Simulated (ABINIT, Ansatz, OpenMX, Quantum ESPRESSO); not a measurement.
## One calculation of Al, 5 ways

```
CELL_PARAMETERS angstrom
2.82708 0.00000 0.00000
-1.41354 2.44832 0.00000
0.00000 0.00000 24.18599
ATOMIC_POSITIONS crystal
Al 0.00000 0.00000 0.31010
Al 0.33333 0.66667 0.40505
Al 0.00000 0.00000 0.50000
Al 0.66667 0.33333 0.59495
Al 0.00000 0.00000 0.68990
```

Alike in all runs: functional PBE; k mesh 11 × 11 × 1; occupations fermi-dirac, width 0.05 eV; no spin polarisation; no spin-orbit coupling.

```json
{"program and potentials": "Ansatz, Ansatz PAW", "plane-wave cutoff (eV)": "420", "notes": "-", "largest force (eV/Å)": "0.261"}
{"program and potentials": "Ansatz, all-electron LAPW, scalar-relativistic", "plane-wave cutoff (eV)": "-", "notes": "-", "largest force (eV/Å)": "0.260"}
{"program and potentials": "ABINIT, JTH PAW PBE v2.0", "plane-wave cutoff (eV)": "408", "notes": "-", "largest force (eV/Å)": "0.260"}
{"program and potentials": "Quantum ESPRESSO, PseudoDojo 0.4.1 SR PBE standard", "plane-wave cutoff (eV)": "544", "notes": "-", "largest force (eV/Å)": "0.252"}
{"program and potentials": "OpenMX, OpenMX 2013 PBE set, Al7.0-s2p2d1, grid cutoff 300 Ry", "plane-wave cutoff (eV)": "-", "notes": "atomic basis", "largest force (eV/Å)": "0.214"}
```

Force on atom 1 (Al), eV/Å:

```csv
program and potentials,x,y,z
"Ansatz, Ansatz PAW",0.000,0.000,-0.261
"Ansatz, all-electron LAPW, scalar-relativistic",0.000,0.000,-0.260
"ABINIT, JTH PAW PBE v2.0",0.000,0.000,-0.260
"Quantum ESPRESSO, PseudoDojo 0.4.1 SR PBE standard",0.000,0.000,-0.252
"OpenMX, OpenMX 2013 PBE set, Al7.0-s2p2d1, grid cutoff 300 Ry",0.000,0.002,-0.214
```

Rows in atomic bases carry the error of their basis and grid, which can be large.

The functional is the same throughout but for its coding, so the spread measures potentials, basis and numerics; runs on potential files found faulty are left out.
